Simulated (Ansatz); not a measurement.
**Zone-centre phonons of SnSe at 18 GPa: input and output**

These are results of DFT PBEsol, scalar-relativistic, plane waves, PAW (Ansatz 0.2.0), not measurements.

Launched with:
```bash
ansatz run input.yaml --threads 1 --pin off --max-ram 3072MiB --backend cpu --events-out ev --progress --plain --runs-dir out
```

Input (bare energies are in eV):
```yaml
crystal:
  lattice:
    - [0.0, 2.7753959823, 2.7753959823]
    - [2.7753959823, 0.0, 2.7753959823]
    - [2.7753959823, 2.7753959823, 0.0]
  atoms:
    - { symbol: Sn, position: [0.0, 0.0, 0.0] }
    - { symbol: Se, position: [0.5, 0.5, 0.5] }
basis:
  ecutwfc: 420
kpoints:
  mp_grid: { grid: [12, 12, 12] }
hamiltonian:
  xc: pbesol
scf:
  occupations: { method: fixed }
output:
  eigenvalues: true
phonons:
  method: dfpt
  eigenvectors: true
```

Results section of the output:
```
--- Phonons (Γ-DFPT): 2 representative perturbations + reference, on 163 of 1728 k-points (Σ response iterations 6) ---
  k mesh reduced under 8 symmetry operations, with k and −k counted as one. Each operation leaves every solved perturbation unchanged. A smaller set is not used because it would not reduce the number of displacements ...
  ASR residual: 2.638e-4 → 0.000e0 eV/Å²; symmetrization residual: 4.975e-6 eV/Å²
  ASR residual per site (eV/Å²): 2.64e-4 7.61e-6
  Γ frequencies (cm⁻¹): 0.00 0.00 0.00 136.21 136.21 136.21
  non-analytic LO–TO correction: not included (Born effective charges unavailable; polar crystals: no LO–TO splitting at Γ)
```

The run took 38 s on 1 thread of Intel(R) Xeon(R) Platinum 8259CL CPU @ 2.50GHz (Skylake/Cascade Lake), with other jobs on the host, peak memory 0.77 GiB.

Spin–orbit coupling is left out, which matters for heavy elements. Other phases may be more stable at this pressure. The bands were filled as in an insulator; under compression the gap may have closed between mesh points.

This rock-salt form isn't the usual stable structure of the compound at low pressure.